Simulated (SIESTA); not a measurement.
Runs of SIESTA 5.4.2 on NaI. The structure is cubic, space group Fm-3m (No. 225). Conventional cell: a = 6.473 Å, b = 6.473 Å, c = 6.473 Å, α = 90.00°, β = 90.00°, γ = 90.00°. I (site symmetry m-3m) is surrounded by 6 Na at 3.24 Å. Na (site symmetry m-3m) is surrounded by 6 I at 3.24 Å. 

| task | level | potentials or basis | broadening (eV) | window to (eV) | polarisation | direction | optical mesh offset | gap on the mesh (eV) | pressure (GPa) |
| --- | --- | --- | --- | --- | --- | --- | --- | --- | --- |
| band structure | PBE | PseudoDojo 0.4 standard (PBE files), DZP (energy shift 0.003 Ry; two zetas on semicore shells) | - | - | - | - | - | 3.76 | 0.6 |
| band structure | LDA | PseudoDojo 0.4 standard (LDA files), DZP (energy shift 0.003 Ry; two zetas on semicore shells) | - | - | - | - | - | 3.48 | -1.5 |
| band structure | PBEsol | PseudoDojo 0.4 standard (PBEsol files), DZP (energy shift 0.003 Ry; two zetas on semicore shells) | - | - | - | - | - | (a) | -0.4 |
| optical spectrum | PBE | PseudoDojo 0.4 standard (PBE files), DZP (energy shift 0.003 Ry; two zetas on semicore shells) | 0.3 eV | 40 eV | polarized | 0.0 0.0 1.0 | true | 3.76 | 0.6 |

Alike in all rows: no spin polarisation; cell as given; k mesh 7 × 7 × 7; smearing fermi-dirac 0.05 eV; grid cutoff 800 Ry; energy shift 0.003 Ry.

**Question.** Estimate the missing entries.

**Answer.** (a) 3.64.

Caveats: spin-orbit coupling is left out, which moves the levels of the heavy elements; the basis of atomic orbitals isn't converged, which shifts pressures, moduli and gaps; the basis holds too few empty states to meet the f-sum rule, so the spectrum is short of weight at high energy (some runs); spectra need much finer meshes, so this one isn't converged (some runs); independent-particle spectra lack excitons (some runs).

A k mesh can miss the band edges, and the runs leave out spin-orbit coupling on I.
